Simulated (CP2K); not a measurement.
## Bi under changes of volume

One of the cells (35.070 Å³/atom); the others are scaled copies at fixed shape and fractional positions:

```
Bi
1.0
     4.72898    0.00000    0.00000
     2.55449    3.97968    0.00000
     2.55449    1.39577    3.72688
Bi
2
Direct
  0.76600 0.76600 0.76600
  0.23400 0.23400 0.23400
```

```yaml
Program: CP2K 2026.2
Functional: PBE
Potentials_or_basis: POTENTIAL_UZH Bi GTH-PBE-q5; TZVP-MOLOPT-PBE-GTH basis
Density_cutoff: 6123 eV
k_mesh: 7 × 7 × 7
Occupations: fermi-dirac, width 0.05 eV
Spin: no spin polarisation
```

```tsv
volume (Å³/atom)	energy over the lowest point (meV/atom)	pressure (GPa)	gap on the mesh (eV)	largest force (eV/Å)
32.965	75.31	6.6	0.32	0.587
33.667	49.63	5.2	0.31	0.474
34.368	?	?	?	?
35.070	15.68	2.7	0.28	0.267
35.771	6.26	1.6	0.27	0.174
36.472	1.17	0.7	0.26	0.086
37.174	0.00	-0.1	0.25	0.004
```

What does the run at 34.368 Å³/atom give?

Energy over the lowest point 29.96 meV/atom; pressure 3.9 GPa; gap on the mesh 0.30 eV; largest force 0.367 eV/Å.

Worked out: A Birch-Murnaghan fit of order 3 (a polynomial in V^(-2/3)) to the other rows has its minimum at 37.04 Å³/atom with B0 = V·E''(V) = 43 GPa and B' = 4.6 at fixed shape and positions, which overstates the stiffness. It gives 29.97 meV/atom at 34.368 Å³/atom, against the run's 29.96, and -dE/dV = 3.9 GPa, against 3.9. A straight line through the other rows of the gap, of slope -0.598 eV per unit of ln V, gives 0.30 eV, against the run's 0.30.

Energies are extrapolated to zero smearing.

Caveats: spin-orbit coupling is left out, which as a rule narrows the gap of such compounds by several tenths of an eV; an odd mesh through Γ misses points on the zone boundary, where band edges often lie; the basis of atomic orbitals isn't converged, which shifts pressures, moduli and gaps.
